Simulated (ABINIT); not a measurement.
# SiC (Moissanite) (P6_3mc) in ABINIT: a series of runs

Runs on SiC (Moissanite). Level: PBEsol. Tasks: band structure.

Program: ABINIT 10.8.3 (patched build). These are calculated values, not measurements. Logs are shortened: lines on timing, memory, paths and dates and some standing lists are left out, and cuts for length are marked. The log counts tension as positive stress, the text compression.

## 1. Starting point

The structure is hexagonal, space group P6_3mc (No. 186). Conventional cell: a = 3.076 Å, b = 3.076 Å, c = 5.048 Å, α = 90.00°, β = 90.00°, γ = 120.00°. Si (site symmetry 3m) has 4 C at 1.87 to 1.94 Å as nearest neighbours. Around C (site symmetry 3m) lie 4 Si at 1.87 to 1.94 Å.

## 2. Band structure, PBEsol

Input file run.abi:

```
ndtset 2

pp_dirpath "./"
pseudos "Si.upf, C.upf"

acell 3.076 3.076 5.048 Angstrom
rprim
     1.0000000000     0.0000000000     0.0000000000
    -0.5000000000     0.8660254038     0.0000000000
     0.0000000000     0.0000000000     1.0000000000
ntypat 2
znucl 14 6
natom 4
typat 1 1 2 2
xred
     0.6666666667     0.3333333333     0.5000000000
     0.3333333333     0.6666666667     0.0000000000
     0.6666666667     0.3333333333     0.8850000000
     0.3333333333     0.6666666667     0.3850000000

ecut 1115.666836 eV

ixc -116133

occopt 3
tsmear 0.05 eV

nstep 100

iomode 3
prtwf 0
prteig 0
prtebands 0
enunit 2
prtden1 1

kptopt1 1
ngkpt1 10 10 5
nshiftk1 1
shiftk1 0.0 0.0 0.0
nband1 12
tolvrs1 1.0e-10

iscf2 -2
getden2 1
nband2 16
nbdbuf2 2
tolwfr2 1.0e-12
kptopt2 -7
ndivsm2 6
prteig2 1
prtvol2 -3
kptbounds2
     0.0000000000     0.0000000000     0.0000000000
     0.5000000000     0.0000000000     0.0000000000
     0.3333333333     0.3333333333     0.0000000000
     0.0000000000     0.0000000000     0.0000000000
     0.0000000000     0.0000000000     0.5000000000
     0.5000000000     0.0000000000     0.5000000000
     0.3333333333     0.3333333333     0.5000000000
     0.0000000000     0.0000000000     0.5000000000
```

Potentials or basis: PseudoDojo NC SR PBEsol v0.4 stringent.

The run is started by

```console
> abinit run.abi > log 2>&1
```

run.abo:

```text
.Version 10.8.3 of ABINIT
 DATASET    1 : space group P6_3 m c (#186); Bravais hP (primitive hexag.)
================================================================================
 Values of the parameters that define the memory need for DATASET  1.
     intxc =       0    ionmov =       0      iscf =       7    lmnmax =       6
     lnmax =       6     mgfft =      60  mpssoang =       3    mqgrid =    3001
     natom =       4  nloc_mem =       1    nspden =       1   nspinor =       1
    nsppol =       1      nsym =      12    n1xccc =    2501    ntypat =       2
    occopt =       3   xclevel =       2
       mpw =        3562          nfft =       77760          nkpt =          42
================================================================================
================================================================================

 DATASET    2 : space group P6_3 m c (#186); Bravais hP (primitive hexag.)
================================================================================
 Values of the parameters that define the memory need for DATASET  2.
     intxc =       0    ionmov =       0      iscf =      -2    lmnmax =       6
     lnmax =       6     mgfft =      60  mpssoang =       3    mqgrid =    3001
     natom =       4  nloc_mem =       1    nspden =       1   nspinor =       1
    nsppol =       1      nsym =      12    n1xccc =    2501    ntypat =       2
    occopt =       3   xclevel =       2
       mpw =        3556          nfft =       77760          nkpt =          69
================================================================================
================================================================================

--------------------------------------------------------------------------------
------------- Echo of variables that govern the present computation ------------
--------------------------------------------------------------------------------
 -outvars: echo values of preprocessed input variables --------
            acell      5.8127975633E+00  5.8127975633E+00  9.5393374836E+00 Bohr
              amu      2.80855000E+01  1.20110000E+01
             ecut      4.10000000E+01 Hartree
           enunit           2
           getden1          0
           getden2          1
             iscf1          7
             iscf2         -2
              ixc     -116133
           jdtset        1    2
           kptopt1          1
           kptopt2         -7
         kptrlatt       10    0    0      0   10    0      0    0    5
          kptrlen1     4.76966874E+01
          kptrlen2     3.00000000E+01
            natom           4
            nband1         12
            nband2         16
           nbdbuf1          0
           nbdbuf2          2
           ndtset           2
           ndivsm1          0
           ndivsm2          6
            ngfft          36      36      60
             nkpt1         42
             nkpt2         69
            nstep         100
             nsym          12
           ntypat           2
           occopt           3
        prtebands           0
           prteig1          0
           prteig2          1
           prtvol1          0
           prtvol2         -3
            prtwf           0
            rprim      1.0000000000E+00  0.0000000000E+00  0.0000000000E+00
                      -5.0000000000E-01  8.6602540380E-01  0.0000000000E+00
                       0.0000000000E+00  0.0000000000E+00  1.0000000000E+00
           shiftk1     0.00000000E+00  0.00000000E+00  0.00000000E+00
           shiftk2     5.00000000E-01  5.00000000E-01  5.00000000E-01
          spgroup         186
           tolvrs1     1.00000000E-10
           tolvrs2     0.00000000E+00
           tolwfr1     0.00000000E+00
           tolwfr2     1.00000000E-12
           tsmear      1.83746611E-03 Hartree
            typat      1  1  2  2
           xangst      1.5380000000E+00  8.8796471403E-01  2.5240000000E+00
                      -2.8748683756E-17  1.7759294281E+00  0.0000000000E+00
                       1.5380000000E+00  8.8796471403E-01  4.4674800000E+00
                      -2.8748683756E-17  1.7759294281E+00  1.9434800000E+00
            xcart      2.9063987816E+00  1.6780101190E+00  4.7696687418E+00
                      -5.4327138779E-17  3.3560202380E+00  0.0000000000E+00
                       2.9063987816E+00  1.6780101190E+00  8.4423136730E+00
[... 632 lines left out ...]
--- !ResultsGS
iteration_state: {dtset: 2, }
comment   : Summary of ground state results
lattice_vectors:
- [  5.8127976,   0.0000000,   0.0000000, ]
- [ -2.9063988,   5.0340304,   0.0000000, ]
- [  0.0000000,   0.0000000,   9.5393375, ]
lattice_lengths: [   5.81280,    5.81280,    9.53934, ]
lattice_angles: [ 90.000,  90.000, 120.000, ] # degrees, (23, 13, 12)
lattice_volume:   2.7913818E+02
convergence: {deltae:  0.000E+00, res2:  0.000E+00, residm:  9.996E-13, diffor:  0.000E+00, }
etotal    :  -2.05105435E+01
entropy   :   0.00000000E+00
fermie    :   3.11911299E-01
cartesian_stress_tensor: null
pressure_GPa: null
xred      :
- [  6.6667E-01,   3.3333E-01,   5.0000E-01, Si]
- [  3.3333E-01,   6.6667E-01,   0.0000E+00, Si]
- [  6.6667E-01,   3.3333E-01,   8.8500E-01,  C]
- [  3.3333E-01,   6.6667E-01,   3.8500E-01,  C]
cartesian_forces: null
force_length_stats: {min: null, max: null, mean: null, }
...

 Integrated electronic density in atomic spheres:
 ------------------------------------------------
 Atom  Sphere_radius  Integrated_density
    1        2.00000          1.94644870
    2        2.00000          1.94644870
    3        2.00000          4.23532000
    4        2.00000          4.23532000
================================================================================

 ----iterations are completed or convergence reached----

 Mean square residual over all n,k,spin=   51.616E-14; max=  99.965E-14
 reduced coordinates (array xred) for    4 atoms
       0.666666666667      0.333333333333      0.500000000000
       0.333333333333      0.666666666667      0.000000000000
       0.666666666667      0.333333333333      0.885000000000
       0.333333333333      0.666666666667      0.385000000000

 cartesian coordinates (angstrom) at end:
    1      1.53800000000000     0.88796471402960     2.52400000000000
    2     -0.00000000000000     1.77592942805920     0.00000000000000
    3      1.53800000000000     0.88796471402960     4.46748000000000
    4     -0.00000000000000     1.77592942805920     1.94348000000000
 length scales=  5.812797563292  5.812797563292  9.539337483582 bohr
              =  3.076000000000  3.076000000000  5.048000000000 angstroms
 Eigenvalues (hartree) for nkpt=  69  k points:
 kpt#   1, nband= 16, wtk=  1.00000, kpt=  0.0000  0.0000  0.0000 (reduced coord)
  -0.30850   -0.17849   -0.05181    0.21302    0.21302    0.26038    0.26038    0.27033
   0.43781    0.48937    0.50672    0.50672    0.54517    0.58782    0.58782    0.68481
 kpt#   2, nband= 16, wtk=  1.00000, kpt=  0.0455  0.0000  0.0000 (reduced coord)
  -0.30718   -0.17734   -0.05056    0.20493    0.21056    0.25523    0.25965    0.26941
   0.44355    0.48969    0.50529    0.50983    0.54795    0.58435    0.59140    0.66826
 kpt#   3, nband= 16, wtk=  1.00000, kpt=  0.0909  0.0000  0.0000 (reduced coord)
  -0.30321   -0.17393   -0.04686    0.18361    0.20391    0.24077    0.25727    0.26658
   0.45382    0.48949    0.50693    0.51861    0.55099    0.57922    0.60136    0.64206
 kpt#   4, nband= 16, wtk=  1.00000, kpt=  0.1364  0.0000  0.0000 (reduced coord)
  -0.29663   -0.16833   -0.04077    0.15451    0.19460    0.21946    0.25308    0.26150
   0.44983    0.49984    0.51565    0.53111    0.53818    0.58805    0.61520    0.62003
 kpt#   5, nband= 16, wtk=  1.00000, kpt=  0.1818  0.0000  0.0000 (reduced coord)
  -0.28749   -0.16071   -0.03248    0.12188    0.18413    0.19392    0.24738    0.25368
   0.43460    0.50822    0.51848    0.53502    0.54337    0.59988    0.60891    0.62935
 kpt#   6, nband= 16, wtk=  1.00000, kpt=  0.2273  0.0000  0.0000 (reduced coord)
  -0.27587   -0.15135   -0.02241    0.08872    0.16612    0.17362    0.24085    0.24266
[... 175 lines left out ...]
 kpt#  65, nband= 16, wtk=  1.00000, kpt=  0.1026  0.1026  0.5000 (reduced coord)
  -0.24517   -0.24517    0.10632    0.10632    0.17324    0.17324    0.20574    0.20574
   0.47061    0.47061    0.52298    0.52298    0.58181    0.58181    0.61866    0.61866
 kpt#  66, nband= 16, wtk=  1.00000, kpt=  0.0769  0.0769  0.5000 (reduced coord)
  -0.25363   -0.25363    0.10824    0.10824    0.19258    0.19258    0.21848    0.21848
   0.48098    0.48098    0.51611    0.51611    0.56704    0.56704    0.61323    0.61323
 kpt#  67, nband= 16, wtk=  1.00000, kpt=  0.0513  0.0513  0.5000 (reduced coord)
  -0.25974   -0.25974    0.10723    0.10723    0.21309    0.21309    0.22764    0.22764
   0.48600    0.48600    0.51599    0.51599    0.54737    0.54737    0.61032    0.61032
 kpt#  68, nband= 16, wtk=  1.00000, kpt=  0.0256  0.0256  0.5000 (reduced coord)
  -0.26342   -0.26342    0.10597    0.10597    0.22884    0.22884    0.23307    0.23307
   0.48111    0.48111    0.52533    0.52533    0.53499    0.53499    0.60364    0.60364
 kpt#  69, nband= 16, wtk=  1.00000, kpt=  0.0000  0.0000  0.5000 (reduced coord)
  -0.26466   -0.26466    0.10547    0.10547    0.23485    0.23485    0.23485    0.23485
   0.47753    0.47753    0.53115    0.53115    0.53115    0.53115    0.59938    0.59938
 Eigenvalues (   eV  ) for nkpt=  69  k points:
 kpt#   1, nband= 16, wtk=  1.00000, kpt=  0.0000  0.0000  0.0000 (reduced coord)
  -8.39479   -4.85684   -1.40974    5.79646    5.79646    7.08530    7.08530    7.35601
  11.91352   13.31650   13.78858   13.78858   14.83492   15.99547   15.99547   18.63463
 kpt#   2, nband= 16, wtk=  1.00000, kpt=  0.0455  0.0000  0.0000 (reduced coord)
  -8.35871   -4.82568   -1.37591    5.57637    5.72966    6.94506    7.06546    7.33113
  12.06948   13.32508   13.74959   13.87315   14.91059   15.90107   16.09287   18.18429
 kpt#   3, nband= 16, wtk=  1.00000, kpt=  0.0909  0.0000  0.0000 (reduced coord)
  -8.25073   -4.73287   -1.27507    4.99638    5.54870    6.55158    7.00063    7.25393
  12.34901   13.31972   13.79416   14.11196   14.99313   15.76140   16.36390   17.47135
 kpt#   4, nband= 16, wtk=  1.00000, kpt=  0.1364  0.0000  0.0000 (reduced coord)
  -8.07164   -4.58058   -1.10944    4.20437    5.29545    5.97194    6.88653    7.11572
  12.24052   13.60142   14.03168   14.45236   14.64473   16.00166   16.74036   16.87185
 kpt#   5, nband= 16, wtk=  1.00000, kpt=  0.1818  0.0000  0.0000 (reduced coord)
  -7.82289   -4.37315   -0.88391    3.31664    5.01053    5.27693    6.73164    6.90309
  11.82617   13.82948   14.10866   14.55860   14.78579   16.32355   16.56920   17.12558
 kpt#   6, nband= 16, wtk=  1.00000, kpt=  0.2273  0.0000  0.0000 (reduced coord)
  -7.50685   -4.11856   -0.60976    2.41421    4.52044    4.72446    6.55375    6.60304
[... 176 lines left out ...]
  -6.67141   -6.67141    2.89318    2.89318    4.71415    4.71415    5.59840    5.59840
  12.80583   12.80583   14.23094   14.23094   15.83175   15.83175   16.83454   16.83454
 kpt#  66, nband= 16, wtk=  1.00000, kpt=  0.0769  0.0769  0.5000 (reduced coord)
  -6.90173   -6.90173    2.94533    2.94533    5.24032    5.24032    5.94524    5.94524
  13.08809   13.08809   14.04396   14.04396   15.42981   15.42981   16.68685   16.68685
 kpt#  67, nband= 16, wtk=  1.00000, kpt=  0.0513  0.0513  0.5000 (reduced coord)
  -7.06784   -7.06784    2.91794    2.91794    5.79841    5.79841    6.19447    6.19447
  13.22469   13.22469   14.04071   14.04071   14.89468   14.89468   16.60756   16.60756
 kpt#  68, nband= 16, wtk=  1.00000, kpt=  0.0256  0.0256  0.5000 (reduced coord)
  -7.16812   -7.16812    2.88370    2.88370    6.22716    6.22716    6.34202    6.34202
  13.09158   13.09158   14.29504   14.29504   14.55768   14.55768   16.42586   16.42586
 kpt#  69, nband= 16, wtk=  1.00000, kpt=  0.0000  0.0000  0.5000 (reduced coord)
  -7.20164   -7.20164    2.86999    2.86999    6.39058    6.39058    6.39058    6.39058
  12.99439   12.99439   14.45320   14.45320   14.45320   14.45320   16.31009   16.31009

== END DATASET(S) ==============================================================
================================================================================

 -outvars: echo values of variables after computation  --------
            acell      5.8127975633E+00  5.8127975633E+00  9.5393374836E+00 Bohr
           etotal1    -2.0510543495E+01
            fcart1    -0.0000000000E+00 -0.0000000000E+00  1.4691986755E-02
                      -0.0000000000E+00 -0.0000000000E+00  1.4691986755E-02
                      -0.0000000000E+00 -0.0000000000E+00 -1.4691986755E-02
                      -0.0000000000E+00 -0.0000000000E+00 -1.4691986755E-02
            rprim      1.0000000000E+00  0.0000000000E+00  0.0000000000E+00
                      -5.0000000000E-01  8.6602540380E-01  0.0000000000E+00
                       0.0000000000E+00  0.0000000000E+00  1.0000000000E+00
           strten1    -6.6864858841E-05 -6.6864859019E-05  1.0155345470E-04
                       0.0000000000E+00  0.0000000000E+00  0.0000000000E+00
           xangst      1.5380000000E+00  8.8796471403E-01  2.5240000000E+00
                      -2.8748683756E-17  1.7759294281E+00  0.0000000000E+00
                       1.5380000000E+00  8.8796471403E-01  4.4674800000E+00
                      -2.8748683756E-17  1.7759294281E+00  1.9434800000E+00
             xred      6.6666666667E-01  3.3333333333E-01  5.0000000000E-01
                       3.3333333333E-01  6.6666666667E-01  0.0000000000E+00
                       6.6666666667E-01  3.3333333333E-01  8.8500000000E-01
                       3.3333333333E-01  6.6666666667E-01  3.8500000000E-01
 Calculation completed.
```

Wall time 2.2 min (1 thread of Arm Neoverse V1, shared host); peak memory 0.13 GiB.

What came out:

```
Free energy                                           : -558.1203 eV
Pressure                                              : 0.3 GPa
Largest force                                         : 0.755 eV/Å
Band gap on the k mesh                                : 2.33 eV, indirect (least direct gap 3.96 eV)
Band gap along the path                               : 2.17 eV, indirect (least direct gap 3.96 eV)
Valence electrons inside the program's atomic spheres : Si 1.95; C 4.24
```

Forces in eV/Å, atoms in the order of the input:
```
Si   0.000  0.000  0.755
Si   0.000  0.000  0.755
C    0.000  0.000 -0.755
C    0.000  0.000 -0.755
```

Levels at the corners of the path, in eV from the valence-band top:
| point | band 6 | band 7 | band 8 | band 9 | band 10 | band 11 |
| --- | --- | --- | --- | --- | --- | --- |
| Γ | -0.27 | -0.27 | 0.00 | 4.56 | 5.96 | 6.43 |
| M | -3.57 | -3.32 | -1.49 | 2.47 | 4.10 | 6.66 |
| K | -4.16 | -4.08 | -4.08 | 2.17 | 7.87 | 8.57 |
| Γ | -0.27 | -0.27 | 0.00 | 4.56 | 5.96 | 6.43 |
| A | -0.97 | -0.97 | -0.97 | 5.64 | 5.64 | 7.10 |
| L | -2.71 | -2.36 | -2.36 | 3.06 | 3.06 | 4.90 |
| H | -5.93 | -1.76 | -1.76 | 4.74 | 4.74 | 5.85 |
| A | -0.97 | -0.97 | -0.97 | 5.64 | 5.64 | 7.10 |

Caveat: the mesh misses the band edges, which the band path finds closer together.

[end of part 1 of 2]
